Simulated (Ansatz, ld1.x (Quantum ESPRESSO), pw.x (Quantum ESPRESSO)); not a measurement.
# From atom to crystal: TM potential for tin

| Item | Value |
| --- | --- |
| Element | Sn (Z = 50) |
| Generator | ld1.x (Quantum ESPRESSO) 7.5 |
| Type | norm-conserving Troullier–Martins (Kleinman–Bylander form) |
| Functional | PBE |
| Relativity | scalar-relativistic |
| Frozen core | [Kr] 4d10 |
| Valence charge | 4 |
| Reference configuration | 5s2 5p0 (charge +2) |
| Partial waves | 5p (bound, empty): rc 2.30 bohr; 5d channel at 0.05 Ry: rc 2.30 bohr; 5s (bound): rc 1.85 bohr |
| Local potential | the s channel |
| Core correction | a·sin(br)/r model core, default radius (core density twice the valence density) |

Crystal test: fcc Sn in pw.x 7.5, no spin, 12³ k-points, Fermi–Dirac smearing 0.01 Ry, cutoffs 50/200 Ry. The reference is all-electron LAPW (Ansatz 0.2.0) with the same functional, mesh and smearing; V0 and B0 come from Birch–Murnaghan fits to the pressures at five volumes. Errors are pseudo minus all-electron; Δ is the rms difference of the E(V) curves that follow from these fits, minima aligned, over ±6 % about the mean V0. Mesh and smearing are coarse, so the numbers serve the comparison and aren't converged zero-temperature values; the lattice is a test structure that the element need not adopt.

All-electron: a0 = 4.820 Å (V0 = 28.00 Å³/atom), B0 = 46.5 GPa.

Question: How far does the potential miss the all-electron equation of state?

Answer: mean pressure error (GPa): -1.85; a0 (Å): 4.755; a0 error (%): -1.36; B0 error (%): +5.7; Δ (meV/atom): 11.8. This is a poor potential for the solid.

```tsv
V (Å³/atom)	P all-electron (GPa)	P pseudo (GPa)
26.589	2.74	0.54
27.288	1.28	-0.73
27.988	0.02	-1.81
28.688	-1.06	-2.74
29.387	-1.99	-3.54
```

Question: At the middle volume, how do free energy and pressure move when the wave cutoff is lowered (ecutrho kept at four times it)?

Answer:

| cutoff (Ry) | shift of F (meV/atom) | shift of P (GPa) |
| --- | --- | --- |
| 22 | +117.4 | -1.64 |
| 30 | +15.0 | -0.14 |
| 40 | +8.4 | -0.00 |

Input at the middle volume:

```
&control
  calculation='scf', prefix='x', pseudo_dir='./', outdir='./tmp', tstress=.true., disk_io='low'
/
&system
  ibrav=0, nat=1, ntyp=1, ecutwfc=50, ecutrho=200, nbnd=9,
  occupations='smearing', smearing='fd', degauss=0.01
/
&electrons
  conv_thr=1e-09, mixing_beta=0.4, electron_maxstep=70
/
ATOMIC_SPECIES
Sn 1.0 Sn.UPF
CELL_PARAMETERS angstrom
  0.00000000 2.40979791 2.40979791
  2.40979791 0.00000000 2.40979791
  2.40979791 2.40979791 0.00000000
ATOMIC_POSITIONS crystal
Sn 0.0000 0.0000 0.0000
K_POINTS automatic
12 12 12 0 0 0
```

```bash
pw.x < Sn.scf.in > Sn.scf.out
```

Lines of the output:

```
Message from routine setup:
     using ibrav=0 with symmetry is DISCOURAGED, use correct ibrav instead
     lattice parameter (alat)  =       6.4401  a.u.
     unit-cell volume          =     188.8724 (a.u.)^3
     number of electrons       =         4.00
     number of Kohn-Sham states=            9
     kinetic-energy cutoff     =      50.0000  Ry
     charge density cutoff     =     200.0000  Ry
     scf convergence threshold =      1.0E-09
     Exchange-correlation= PBE
     number of k points=    72  Fermi-Dirac smearing, width (Ry)=  0.0100
     iteration #  1     ecut=    50.00 Ry     beta= 0.40
     total energy              =     -11.26497632 Ry
     estimated scf accuracy    <       0.18805147 Ry
     iteration #  2     ecut=    50.00 Ry     beta= 0.40
     total energy              =     -11.24033786 Ry
     estimated scf accuracy    <       0.06496060 Ry
     iteration #  3     ecut=    50.00 Ry     beta= 0.40
     total energy              =     -11.24453699 Ry
     estimated scf accuracy    <       0.00069976 Ry
     iteration #  4     ecut=    50.00 Ry     beta= 0.40
     c_bands:  1 eigenvalues not converged
     c_bands:  2 eigenvalues not converged
     c_bands:  2 eigenvalues not converged
     c_bands:  1 eigenvalues not converged
     c_bands:  1 eigenvalues not converged
     c_bands:  1 eigenvalues not converged
     c_bands:  1 eigenvalues not converged
     c_bands:  1 eigenvalues not converged
     [... 8 repeated lines left out ...]
     total energy              =     -11.24501604 Ry
     estimated scf accuracy    <       0.00011598 Ry
     iteration #  5     ecut=    50.00 Ry     beta= 0.40
     [... 2 repeated lines left out ...]
     total energy              =     -11.24503278 Ry
     estimated scf accuracy    <       0.00002246 Ry
     iteration #  6     ecut=    50.00 Ry     beta= 0.40
     total energy              =     -11.24503452 Ry
     estimated scf accuracy    <       0.00000001 Ry
     iteration #  7     ecut=    50.00 Ry     beta= 0.40
     total energy              =     -11.24503482 Ry
     estimated scf accuracy    <       0.00000010 Ry
     iteration #  8     ecut=    50.00 Ry     beta= 0.40
     total energy              =     -11.24503483 Ry
     estimated scf accuracy    <          1.2E-09 Ry
     iteration #  9     ecut=    50.00 Ry     beta= 0.40
     the Fermi energy is     6.2407 ev
!    total energy              =     -11.24503483 Ry
     estimated scf accuracy    <          4.4E-10 Ry
     smearing contrib. (-TS)   =      -0.00287496 Ry
     The total energy is F=E-TS. E is the sum of the following terms:
     one-electron contribution =       3.45772016 Ry
     hartree contribution      =       0.05883733 Ry
     xc contribution           =      -6.70425094 Ry
     ewald contribution        =      -8.05446641 Ry
     convergence has been achieved in   9 iterations
          total   stress  (Ry/bohr**3)                   (kbar)     P=      -18.08
```

The run at the middle volume (72 k-points, 9 iterations) took about 13 s on one core of a shared host (Neoverse-V1, 32 threads, 247 GiB, load 54).
